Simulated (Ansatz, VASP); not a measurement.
# NaCl in VASP and in Ansatz

```xyz
2
Lattice="0.0000 2.8010 2.8010 2.8010 0.0000 2.8010 2.8010 2.8010 0.0000" Properties=species:S:1:pos:R:3 pbc="T T T"
Na    0.0000    0.0000    0.0000
Cl    2.8010    2.8010    2.8010
```

Alike in both runs: functional PBEsol; k mesh 8 × 8 × 8; no spin polarisation.

Ansatz relaxed the structure, and its values are those at the end. VASP's run is a single point on that final structure, the one shown.

```csv
,VASP,Ansatz
version,VASP 6.6.1,Ansatz 0.2.0
potentials or method,"VASP PAW PBE potentials, release 64 (Na_pv, Cl)","scalar-relativistic, plane waves, PAW"
plane-wave cutoff (eV),520,420
occupations,"gaussian, width 0.01 eV",fixed
valence electrons in the cell,14,16
```

|  | VASP | Ansatz | Ansatz less VASP |
| --- | --- | --- | --- |
| gap on the k mesh at the Fermi level (eV) | 5.01 | 5.01 | +0.004 |
| least direct gap on the mesh (eV) | 5.01 | 5.01 | +0.004 |
| pressure (GPa) | 0.0 | 0.0 | -0.02 |

The two sets of potentials don't hold the same shells in valence.

Caveats: the PAW data sets were made with another functional, which shifts forces and pressure a little (VASP).
